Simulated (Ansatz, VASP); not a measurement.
Two plane-wave programs on Ta2H5

File INCAR:

```
ALGO = Normal ; EDIFF = 1E-6
EDIFFG = -0.04 ; ENCUT = 600
GGA = PE ; IBRION = 2
ISIF = 3 ; ISMEAR = 0
LASPH = True ; LCHARG = False
LREAL = False ; LWAVE = False
NELM = 80 ; NSW = 90
PREC = Accurate ; SIGMA = 0.1
```

KPOINTS

```
k-points
0
Gamma
  6 6 6
```

Contents of POSCAR:

```
Ta2H5
1.0
   -2.3973568100      2.3973568100      3.1462077700
    2.3973568100     -2.3973568100      3.1462077700
    2.3973568100      2.3973568100     -3.1462077700
Ta H
2 5
Direct
    0.9980131800      0.4980131800      0.5000000000
    0.5019868200      0.0019868200      0.5000000000
    0.1809897600      0.1809897600      0.3619795200
    0.8190102400      0.8190102400      0.6380204800
    0.8190102400      0.1809897600      0.0000000000
    0.1809897600      0.8190102400      0.0000000000
    0.0000000000      0.0000000000      0.0000000000
```

Input for Ansatz:

```yaml
crystal:
  lattice:
    - [-2.39735681, 2.39735681, 3.14620777]
    - [2.39735681, -2.39735681, 3.14620777]
    - [2.39735681, 2.39735681, -3.14620777]
  atoms:
    - { symbol: Ta, position: [0.99801318, 0.49801318, 0.5] }
    - { symbol: Ta, position: [0.50198682, 0.00198682, 0.5] }
    - { symbol: H, position: [0.18098976, 0.18098976, 0.36197952] }
    - { symbol: H, position: [0.81901024, 0.81901024, 0.63802048] }
    - { symbol: H, position: [0.81901024, 0.18098976, 0.0] }
    - { symbol: H, position: [0.18098976, 0.81901024, 0.0] }
    - { symbol: H, position: [0.0, 0.0, 0.0] }
basis:
  ecutwfc: 420
kpoints:
  mp_grid: { grid: [6, 6, 6] }
hamiltonian:
  xc: pbe
scf:
  occupations: { method: gaussian, width: 0.1 }
  lower_state_search: "off"
output:
  forces: true
  stress: true
  eigenvalues: true
relax:
  adjacent_minimum: "off"
  f_tol: 0.04
  max_steps: 70
  cell: { stress_tol: 0.4 }
```

Alike in both runs: task relaxation of cell and atoms; functional PBE; k mesh 6 × 6 × 6; occupations gaussian, width 0.1 eV; no spin polarisation.

|  | VASP | Ansatz |
| --- | --- | --- |
| version | VASP 6.6.1 | Ansatz 0.2.0 |
| potentials or method | VASP PAW PBE potentials, release 64 (Ta_pv, H) | scalar-relativistic, plane waves, PAW |
| plane-wave cutoff (eV) | 600 | 420 |
| valence electrons in the cell | 27 | 31 |

|  | VASP | Ansatz | Ansatz less VASP |
| --- | --- | --- | --- |
| gap on the k mesh at the Fermi level, each at its own relaxed structure (eV) | none | none | - |
| relaxed volume (Å³/atom) | 9.72 | 9.80 | +0.082 |
| relaxed cell length with the largest relative difference (Å) | 4.458 | 4.472 | +0.0145 |
| energy change over the relaxation (meV/atom) | -118 | -116 | +1.9 |

A gap of «none» marks a metal or a gap that the smearing closes. The two sets of potentials don't hold the same shells in valence.

Spin-orbit coupling is left out, which matters for the levels of Ta.
